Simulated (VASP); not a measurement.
# GaN in VASP: one cell, several levels of theory

What does VASP give for GaN in the zincblende structure, under -2.0 % strain along z alone, the cell held fixed? Runs: PBE, r2SCAN. The results are then set beside those of Ansatz 0.2.0 for the same cell.

Code: VASP 6.6.1. PAW datasets, plane waves. Calculated at 0 K for a non-magnetic cell.

## (1) The cell

The cell comes from an earlier relaxation with r2SCAN in another program, then strained, with the atoms relaxed again.

Space group I-4m2 (No. 119), tetragonal; a = 3.180 Å, c = 4.408 Å in the conventional setting, 11.15 Å³ an atom. Ga has 4 N at 1.93 Å; N has 4 Ga at 1.93 Å.

Structure file:

Space group I-4m2 (No. 119). a = 3.180 Å, b = 3.180 Å, c = 4.408 Å, α = 90.00°, β = 90.00°, γ = 90.00°
| atom | site | symmetry | x | y | z |
| --- | --- | --- | --- | --- | --- |
| Ga | 2a | -4m2 | 0.0000 | 0.0000 | 0.0000 |
| N | 2c | -4m2 | 0.0000 | 0.5000 | 0.2500 |

## (2) PBE at this geometry

Input file INCAR:

```
ENCUT = 520.000000
SIGMA = 0.020000
EDIFF = 1.00e-07
GGA = PE
PREC = Accurate
IBRION = -1
ISIF = 2
ISMEAR = -1
NBANDS = 16
NELM = 120
NSW = 0
LASPH = .TRUE.
LCHARG = .FALSE.
LWAVE = .FALSE.
LREAL = .FALSE.
```

Input file KPOINTS:

```
KPOINTS created by Atomic Simulation Environment
0
Gamma
10 10 10
0 0 0
```

Input file KPOINTS_OPT:

```
special points
6
Reciprocal
0.0000000000 0.0000000000 0.0000000000 1
-0.5000000000 -0.5000000000 0.0000000000 1
-0.3750000000 -0.3750000000 0.2500000000 1
-0.3750000000 0.0000000000 0.3750000000 1
0.0000000000 0.0000000000 0.5000000000 1
-0.5000000000 -0.2500000000 0.2500000000 1
```

Input file POSCAR:

```
Ga N
 1.0000000000000000
     0.0000000000000000    2.2489525411000000    2.2039734903000001
     2.2489525411000000    0.0000000000000000    2.2039734903000001
     2.2489525411000000    2.2489525411000000    0.0000000000000000
 Ga  N
   1   1
Cartesian
  0.0000000000000000  0.0000000000000000  0.0000000000000000
  1.1244762705500000  1.1244762705500000  1.1019867451500001
```

Potentials: the recommended PBE PAW datasets, 18 valence electrons in the neutral cell.

On the command line:

```console
> mpirun -np 1 vasp_std
```

Standard output, without the iteration lines:

```text
POSCAR found type information on POSCAR GaN
 POSCAR found :  2 types and       2 ions
 LDA part: xc-table for (Slater+PW92), standard interpolation
 POSCAR, INCAR and KPOINTS ok, starting setup
 FFT: planning ... GRIDC
 FFT: planning ... GRID_SOFT
 FFT: planning ... GRID
 WAVECAR not read
 entering main loop
 Start KPOINTS_OPT (optional k-point list driver)
k-point batch [1-6\6]
```

OSZICAR:

```text
N       E                     dE             d eps       ncg     rms          rms(c)
DAV:   1     0.778438797167E+02    0.77844E+02   -0.94190E+03  3712   0.203E+03
DAV:   2    -0.872276429998E+01   -0.86567E+02   -0.81352E+02  3744   0.321E+02
DAV:   3    -0.140962123121E+02   -0.53734E+01   -0.53514E+01  3776   0.687E+01
DAV:   4    -0.141554516667E+02   -0.59239E-01   -0.59226E-01  4216   0.760E+00
DAV:   5    -0.141562685979E+02   -0.81693E-03   -0.81692E-03  3896   0.791E-01    0.781E+00
DAV:   6    -0.121089053695E+02    0.20474E+01   -0.48763E+00  4928   0.406E+01    0.268E+00
DAV:   7    -0.121197487078E+02   -0.10843E-01   -0.33477E-01  3568   0.652E+00    0.178E+00
DAV:   8    -0.121160223831E+02    0.37263E-02   -0.53317E-02  3840   0.332E+00    0.751E-01
DAV:   9    -0.121120439619E+02    0.39784E-02   -0.14497E-02  4872   0.284E+00    0.186E-01
DAV:  10    -0.121123589837E+02   -0.31502E-03   -0.15673E-03  3976   0.570E-01    0.860E-02
DAV:  11    -0.121122623087E+02    0.96675E-04   -0.28879E-04  4824   0.252E-01    0.105E-02
DAV:  12    -0.121122675068E+02   -0.51981E-05   -0.29390E-05  3840   0.532E-02    0.116E-02
DAV:  13    -0.121122672544E+02    0.25240E-06   -0.80058E-07  4112   0.153E-02    0.346E-03
DAV:  14    -0.121122671805E+02    0.73875E-07   -0.52874E-08  2928   0.301E-03
   1 F= -.12112267E+02 E0= -.12112267E+02  d E =-.127135E-12
       N       E                     dE             ncg
DAV:   1     0.201714521073E+04   -0.38205E+04      216
DAV:   2     0.148628397526E+04   -0.53086E+03      216
DAV:   3     0.145126340225E+04   -0.35021E+02      216
DAV:   4     0.145088577025E+04   -0.37763E+00      272
DAV:   5     0.145088189488E+04   -0.38754E-02      224
DAV:   6     0.145088180863E+04   -0.86252E-04      288
DAV:   7     0.145088180677E+04   -0.18565E-05      240
DAV:   8     0.145088180674E+04   -0.25358E-07      232
```

The lines after F= are the extra pass for the points of KPOINTS_OPT, at fixed density; their E is not a total energy.

Parts of OUTCAR:

```text
k-points           NKPTS =    102   k-points in BZ     NKDIM =    102   number of bands    NBANDS=     16

   NELECT =      18.0000    total number of electrons

   dimension x,y,z NGX =    24 NGY =   24 NGZ =   24
   dimension x,y,z NGXF=    48 NGYF=   48 NGZF=   48

  energy-cutoff  :      520.00
  volume of cell :       22.29
      direct lattice vectors                 reciprocal lattice vectors
     0.000000000  2.248952541  2.203973490    -0.222325723  0.222325723  0.226862983
     2.248952541  0.000000000  2.203973490     0.222325723 -0.222325723  0.226862983
     2.248952541  2.248952541  0.000000000     0.222325723  0.222325723 -0.226862983

 k-points in reciprocal lattice and weights: KPOINTS created by Atomic Simulation Env
   0.00000000  0.00000000  0.00000000       0.001
   0.10000000 -0.00000000  0.00000000       0.008
   0.20000000 -0.00000000  0.00000000       0.008
   0.30000000  0.00000000  0.00000000       0.008
   0.40000000 -0.00000000  0.00000000       0.008
   0.50000000  0.00000000  0.00000000       0.004
   0.10000000  0.10000000  0.00000000       0.002
   0.20000000  0.10000000  0.00000000       0.008
[... 94 more k-points ...]

 E-fermi :   6.0873

 k-point     1 :       0.0000    0.0000    0.0000
  band No.  band energies     occupation
      1     -10.5899      2.00000
      2      -7.9027      2.00000
      3      -7.9027      2.00000
      4      -7.8805      2.00000
      5      -7.5493      2.00000
      6      -7.5477      2.00000
      7       5.5406      2.00000
      8       5.5406      2.00000
      9       5.6318      2.00000
     10       7.4642      0.00000
     11      16.0046      0.00000
     12      16.0605      0.00000
     13      16.0605      0.00000
     14      23.5324      0.00000
     15      24.4031      0.00000
     16      24.4031      0.00000

 k-point     2 :       0.1000   -0.0000    0.0000
  band No.  band energies     occupation
      1     -10.4737      2.00000
      2      -7.8880      2.00000
      3      -7.8780      2.00000
      4      -7.8536      2.00000
      5      -7.5502      2.00000
      6      -7.5496      2.00000
      7       4.4807      2.00000
      8       5.4256      2.00000
      9       5.4968      2.00000
     10       8.3028      0.00000
     11      15.5344      0.00000
     12      16.2129      0.00000
     13      16.2150      0.00000
     14      23.0903      0.00000
     15      23.1628      0.00000
     16      23.7123      0.00000

 k-point     3 :       0.2000   -0.0000    0.0000
  band No.  band energies     occupation
      1     -10.1776      2.00000
      2      -7.8540      2.00000
      3      -7.8395      2.00000
      4      -7.7007      2.00000
      5      -7.5496      2.00000
      6      -7.5473      2.00000
      7       2.6396      2.00000
      8       5.1428      2.00000
      9       5.2370      2.00000
     10       9.3884      0.00000
     11      14.7459      0.00000
     12      16.4310      0.00000
     13      16.5336      0.00000
     14      22.1136      0.00000
     15      22.4030      0.00000
     16      22.7843      0.00000

 k-point     4 :       0.3000    0.0000    0.0000
  band No.  band energies     occupation
      1      -9.8545      2.00000
      2      -7.8242      2.00000
      3      -7.8085      2.00000
      4      -7.5387      2.00000
      5      -7.5303      2.00000
      6      -7.3067      2.00000
      7       0.7184      2.00000
      8       4.8228      2.00000
      9       4.9443      2.00000
     10      10.0800      0.00000
     11      14.3665      0.00000
     12      16.3279      0.00000
     13      16.5680      0.00000
     14      21.4944      0.00000
     15      23.0185      0.00000
     16      23.1153      0.00000

 k-point     5 :       0.4000   -0.0000    0.0000
  band No.  band energies     occupation
      1      -9.6542      2.00000
      2      -7.8114      2.00000
      3      -7.7950      2.00000
      4      -7.5162      2.00000
      5      -7.5040      2.00000
      6      -6.6838      2.00000
      7      -0.9142      2.00000
      8       4.5828      2.00000
      9       4.7256      2.00000
     10      10.3365      0.00000
     11      14.3766      0.00000
     12      16.0512      0.00000
     13      16.3597      0.00000
     14      21.3601      0.00000
     15      24.4990      0.00000
     16      24.5281      0.00000

[... the tables of k-points 6 to 102 left out ...]

  Total        1.3389897      1.3389897      1.6542886      0.0000000     -0.0000000      0.0000000
  in kB       96.2256514     96.2256514    118.8844123      0.0000000     -0.0000000      0.0000000
  external PRESSURE =     103.7785717 kB  Pullay stress =       0.0000000 kB

 POSITION                                       TOTAL-FORCE (eV/Angst)
 -----------------------------------------------------------------------------------
      0.00000      0.00000      0.00000        -0.000000     -0.000000     -0.000000
      1.12448      1.12448      1.10199         0.000000      0.000000      0.000000
 -----------------------------------------------------------------------------------
    total drift:                                0.000002      0.000002      0.000001

  FREE ENERGIE OF THE ION-ELECTRON SYSTEM (eV)
  ---------------------------------------------------
  free  energy   TOTEN  =       -12.1122671805 eV

  energy  without entropy=      -12.1122671805  energy(sigma->0) =      -12.11226718
```

Hardware: 1 MPI rank of Intel Xeon Platinum 8488C, shared host.

The levels at the points of KPOINTS_OPT are read from vasprun.xml.

Band energies at the special points (eV, zero at the top of v, the last band that the electrons fill by count):

```csv
point,v−1,v,c,c+1
Γ,-0.09,0.00,1.83,10.37
X,-2.96,-2.96,3.21,6.54
U,-4.43,-2.41,4.85,7.89
K,-4.46,-2.25,5.05,8.07
L,-1.14,-0.99,4.75,8.80
W,-3.86,-3.82,6.16,8.56
```

Gap with PBE: 1.83 eV, direct (Γ). Pressure: 10.38 GPa; the forces vanish within 0.01 eV/Å.

## (3) Single point with r2SCAN

Input file INCAR:

```
ENCUT = 520.000000
SIGMA = 0.010000
EDIFF = 1.00e-07
ALGO = Normal
METAGGA = R2SCAN
PREC = Accurate
IBRION = -1
ISIF = 2
ISMEAR = 0
NBANDS = 16
NELM = 120
NSW = 0
LASPH = .TRUE.
LCHARG = .TRUE.
LELF = .TRUE.
LWAVE = .FALSE.
LREAL = .FALSE.
```

KPOINTS is that of step 2.

KPOINTS_OPT is that of step 2.

POSCAR is that of step 2.

On the command line:

```console
> mpirun -np 1 vasp_std
```

Standard output, without the iteration lines:

```text
POSCAR found type information on POSCAR GaN
 POSCAR found :  2 types and       2 ions
 -----------------------------------------------------------------------------
|                                                                             |
|                                                                             |
|     You enforced a specific xc type in the INCAR file but a different       |
|     I HOPE YOU KNOW WHAT YOU ARE DOING!                                     |
|                                                                             |
 -----------------------------------------------------------------------------

 LDA part: xc-table for (None), standard interpolation
 POSCAR, INCAR and KPOINTS ok, starting setup
 FFT: planning ... GRIDC
 FFT: planning ... GRID_SOFT
 FFT: planning ... GRID
 WAVECAR not read
 entering main loop
 Start KPOINTS_OPT (optional k-point list driver)
k-point batch [1-6\6]
```

OSZICAR (excerpt; [...] marks lines left out):

```text
N       E                     dE             d eps       ncg     rms          rms(c)
DAV:   1     0.679632561209E+02    0.67963E+02   -0.96290E+03  3696   0.208E+03
DAV:   2    -0.211507425139E+02   -0.89114E+02   -0.83809E+02  3760   0.331E+02
DAV:   3    -0.267653572732E+02   -0.56146E+01   -0.55924E+01  3808   0.710E+01
DAV:   4    -0.268280323445E+02   -0.62675E-01   -0.62662E-01  4264   0.792E+00
DAV:   5    -0.268289072896E+02   -0.87495E-03   -0.87493E-03  3864   0.825E-01    0.728E+00
DAV:   6    -0.217996661837E+02    0.50292E+01   -0.35179E+00  4944   0.415E+01    0.250E+00
DAV:   7    -0.218748486681E+02   -0.75182E-01   -0.46042E-01  3576   0.713E+00    0.176E+00
DAV:   8    -0.218858028202E+02   -0.10954E-01   -0.34609E-02  4424   0.488E+00    0.236E-01
DAV:   9    -0.218845248405E+02    0.12780E-02   -0.12324E-02  4784   0.281E+00    0.141E-01
DAV:  10    -0.218846307364E+02   -0.10590E-03   -0.86396E-04  3800   0.261E-01    0.143E-01
[... 10 lines left out ...]
DAV:  21    -0.218846355532E+02   -0.63213E-07   -0.48909E-07  3608   0.603E-03
   1 F= -.21884636E+02 E0= -.21884636E+02  d E =-.182125-109
       N       E                     dE             ncg
DAV:   1     0.197309386294E+04   -0.38646E+04      216
DAV:   2     0.142440051919E+04   -0.54869E+03      216
DAV:   3     0.138828233285E+04   -0.36118E+02      216
DAV:   4     0.138788468679E+04   -0.39765E+00      272
DAV:   5     0.138788044744E+04   -0.42394E-02      224
DAV:   6     0.138788035034E+04   -0.97094E-04      296
DAV:   7     0.138788034866E+04   -0.16828E-05      232
DAV:   8     0.138788034866E+04   -0.29654E-08      224
```

Parts of OUTCAR:

```text
k-points           NKPTS =    102   k-points in BZ     NKDIM =    102   number of bands    NBANDS=     16

   NELECT =      18.0000    total number of electrons

   dimension x,y,z NGX =    24 NGY =   24 NGZ =   24
   dimension x,y,z NGXF=    48 NGYF=   48 NGZF=   48

  energy-cutoff  :      520.00
  volume of cell :       22.29
      direct lattice vectors                 reciprocal lattice vectors
     0.000000000  2.248952541  2.203973490    -0.222325723  0.222325723  0.226862983
     2.248952541  0.000000000  2.203973490     0.222325723 -0.222325723  0.226862983
     2.248952541  2.248952541  0.000000000     0.222325723  0.222325723 -0.226862983

 k-points in reciprocal lattice and weights: KPOINTS created by Atomic Simulation Env
   0.00000000  0.00000000  0.00000000       0.001
   0.10000000 -0.00000000  0.00000000       0.008
   0.20000000 -0.00000000  0.00000000       0.008
   0.30000000  0.00000000  0.00000000       0.008
   0.40000000 -0.00000000  0.00000000       0.008
   0.50000000  0.00000000  0.00000000       0.004
   0.10000000  0.10000000  0.00000000       0.002
   0.20000000  0.10000000  0.00000000       0.008
[... 94 more k-points ...]

 E-fermi :   5.5220

 k-point     1 :       0.0000    0.0000    0.0000
  band No.  band energies     occupation
      1     -11.6540      2.00000
      2      -8.5549      2.00000
      3      -8.5549      2.00000
      4      -8.5332      2.00000
      5      -8.1688      2.00000
      6      -8.1670      2.00000
      7       5.2752      2.00000
      8       5.2752      2.00000
      9       5.3669      2.00000
     10       7.5994      0.00000
     11      16.4450      0.00000
     12      16.5060      0.00000
     13      16.5060      0.00000
     14      24.2333      0.00000
     15      25.0123      0.00000
     16      25.0123      0.00000

 k-point     2 :       0.1000   -0.0000    0.0000
  band No.  band energies     occupation
      1     -11.5375      2.00000
      2      -8.5396      2.00000
      3      -8.5295      2.00000
      4      -8.5044      2.00000
      5      -8.1696      2.00000
      6      -8.1688      2.00000
      7       4.2179      2.00000
      8       5.1573      2.00000
      9       5.2293      2.00000
     10       8.4370      0.00000
     11      15.9736      0.00000
     12      16.6634      0.00000
     13      16.6668      0.00000
     14      23.5817      0.00000
     15      23.7064      0.00000
     16      24.2677      0.00000

 k-point     3 :       0.2000   -0.0000    0.0000
  band No.  band energies     occupation
      1     -11.2372      2.00000
      2      -8.5038      2.00000
      3      -8.4895      2.00000
      4      -8.3501      2.00000
      5      -8.1689      2.00000
      6      -8.1667      2.00000
      7       2.3212      2.00000
      8       4.8665      2.00000
      9       4.9624      2.00000
     10       9.5808      0.00000
     11      15.1780      0.00000
     12      16.8806      0.00000
     13      16.9890      0.00000
     14      22.6477      0.00000
     15      22.8800      0.00000
     16      23.2800      0.00000

 k-point     4 :       0.3000    0.0000    0.0000
  band No.  band energies     occupation
      1     -10.8952      2.00000
      2      -8.4709      2.00000
      3      -8.4552      2.00000
      4      -8.1588      2.00000
      5      -8.1503      2.00000
      6      -7.9719      2.00000
      7       0.3482      2.00000
      8       4.5365      2.00000
      9       4.6609      2.00000
     10      10.3211      0.00000
     11      14.8029      0.00000
     12      16.7425      0.00000
     13      16.9951      0.00000
     14      22.0505      0.00000
     15      23.5732      0.00000
     16      23.6571      0.00000

 k-point     5 :       0.4000   -0.0000    0.0000
  band No.  band energies     occupation
      1     -10.6653      2.00000
      2      -8.4552      2.00000
      3      -8.4386      2.00000
      4      -8.1373      2.00000
      5      -8.1249      2.00000
      6      -7.3876      2.00000
      7      -1.3063      2.00000
      8       4.2885      2.00000
      9       4.4350      2.00000
     10      10.5970      0.00000
     11      14.8282      0.00000
     12      16.4304      0.00000
     13      16.7508      0.00000
     14      21.9543      0.00000
     15      25.1754      0.00000
     16      25.2253      0.00000

[... the tables of k-points 6 to 102 left out ...]

  Total        0.6151931      0.6151931      0.9628864      0.0000000      0.0000000      0.0000000
  in kB       44.2104633     44.2104633     69.1972303      0.0000000      0.0000000      0.0000000
  external PRESSURE =      52.5393857 kB  Pullay stress =       0.0000000 kB

 POSITION                                       TOTAL-FORCE (eV/Angst)
 -----------------------------------------------------------------------------------
      0.00000      0.00000      0.00000        -0.000000     -0.000000     -0.000000
      1.12448      1.12448      1.10199         0.000000      0.000000      0.000000
 -----------------------------------------------------------------------------------
    total drift:                                0.000009      0.000009      0.000003

  FREE ENERGIE OF THE ION-ELECTRON SYSTEM (eV)
  ---------------------------------------------------
  free  energy   TOTEN  =       -21.8846355532 eV

  energy  without entropy=      -21.8846355532  energy(sigma->0) =      -21.88463555
```

Hardware: 1 MPI rank of Intel Xeon Platinum 8488C, shared host.

The levels at the points of KPOINTS_OPT are read from vasprun.xml.

Near the gap, in eV above the top of the last filled band v; c is the band after it:

```csv
point,v−1,v,c,c+1
Γ,-0.09,0.00,2.23,11.08
X,-3.04,-3.04,3.63,7.11
U,-4.52,-2.48,5.32,8.55
K,-4.55,-2.32,5.52,8.74
L,-1.17,-1.01,5.28,9.52
W,-3.96,-3.88,6.67,9.29
```

Gap with r2SCAN: 2.23 eV, direct (Γ). The pressure is 5.25 GPa; the forces vanish within 0.01 eV/Å.

Axes a, b and c in the maps are those of this run's conventional cell (a, b, c = 3.180, 3.180, 4.408 Å).

Density in a lattice plane of the grid's cell (edges 3.18 and 4.41 Å, at 0.000 of the third edge), which holds Ga and N.

Values in e/Å³, 12 rows by 8 columns:
```
 9.77  5.06  0.84  0.84  1.05  0.84  0.84  5.06
 1.91  1.03  0.84  2.11  3.04  2.11  0.84  1.03
 0.23  0.31  0.84  2.86  3.69  2.86  0.84  0.31
 0.10  0.17  0.55  1.91  3.04  1.91  0.55  0.17
 0.05  0.09  0.25  0.68  1.05  0.68  0.25  0.09
 0.04  0.05  0.11  0.22  0.30  0.22  0.11  0.05
 0.05  0.05  0.07  0.10  0.12  0.10  0.07  0.05
 0.10  0.09  0.07  0.06  0.06  0.06  0.07  0.09
 0.23  0.18  0.10  0.06  0.05  0.06  0.10  0.18
 1.92  0.92  0.20  0.08  0.06  0.08  0.20  0.92
 9.77  5.11  0.55  0.15  0.12  0.15  0.55  5.11
16.62  8.97  1.08  0.32  0.30  0.32  1.08  8.97
```
Columns run along the first of these edges and rows up along the second, over one cell in 8 and 12 even steps from the bottom left corner. Atoms in the plane (fractional): Ga at (0.00, 0.00), N at (0.50, 0.75).

ELF in the same plane.

Ten even steps from ' ' (0.01) to '@' (0.83):
```
      ..--==**##%%%%%%##**==--..    
    ..--==**%%@@@@@@@@@@%%**==--..  
..::--==**%%@@@@@@%%@@@@@@%%**==--::
::::--++##@@@@%%++==++%%@@@@##++--::
..::--**%%@@@@##--..--##@@@@%%**--::
....--++%%@@@@%%++==++%%@@@@%%++--..
    ::==**%%@@@@%%%%%%@@@@%%**==::  
    ..--++##%%@@@@@@@@@@%%##++--..  
      ..--==**##%%%%%%##**==--..    
        ..::--++******++--::..      
            ..::------::..          
                ......              
                                    
......                          ....
..........                  ........
::::::::....              ....::::::
....::::::....          ....::::::..
    ..::::::..............::::::..  
      ..::::::::------::::::::..    
::    ..::----++******++----::..    
```
Columns run along the first of these edges and rows up along the second, over one cell in 18 and 20 even steps from the bottom left corner. Atoms in the plane (fractional): Ga at (0.00, 0.00), N at (0.50, 0.75).

Both are smooth fields of the valence electrons: close to the nuclei they are not physical.

Outside the cores ELF peaks at 0.86 on the N–Ga line, 0.7 Å from N.

## (4) What came out

| level | gap (eV) | pressure (GPa) | Ansatz: gap (eV) | Ansatz: pressure (GPa) |
| --- | --- | --- | --- | --- |
| PBE | 1.83 | 10.38 | 1.82 | 10.38 |
| r2SCAN | 2.23 | 5.25 | 2.24 | 4.11 |

The gap runs from 1.83 eV (PBE) to 2.23 eV (r2SCAN). At this one volume the pressure spans 5.3 GPa (r2SCAN) to 10.4 GPa (PBE): PBE wants the largest cell and r2SCAN the smallest. The two programs agree on the gap within 0.02 eV, far less than the spread between functionals. Each program uses its own PAW datasets and cutoff.
